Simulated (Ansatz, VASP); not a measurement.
**Two plane-wave programs on Sb**

```
Sb
1.0
     2.60738    0.00000    0.00000
    -1.30369    2.25806    0.00000
     0.00000    0.00000    2.47627
Sb
1
Direct
  0.00000 0.00000 0.00000
```

Change from the starting cell: volume scaled by 0.5, norm-conserving files.

Alike in both runs: task single point; functional PBE; k mesh 13 × 13 × 12; occupations fermi-dirac, width 0.05 eV; no spin polarisation.

|  | VASP | Ansatz |
| --- | --- | --- |
| version | VASP 6.6.1 | Ansatz 0.2.0 |
| potentials or method | VASP PAW PBE potentials, release 64 (Sb) | norm-conserving pseudopotentials, scalar-relativistic |
| plane-wave cutoff (eV) | 520 | 1088 |
| valence electrons in the cell | 5 | 15 |

Ansatz gave:

- pressure (GPa): 188.9
- largest component of the traceless stress (GPa): 0.13

Task: What did VASP give for the same quantities?

Result: Pressure (GPa): 193.3; largest component of the traceless stress (GPa): 0.70.

The functional is the same, so the differences come from potentials, cutoffs and numerics. The two sets of potentials don't hold the same shells in valence.

Caveats: the cell as given lies far from equilibrium; so large a pressure means that the cell lies far from this level's equilibrium, or that cutoff or potentials fall short (VASP). The runs have no spin-orbit coupling, so splittings on Sb are missing.
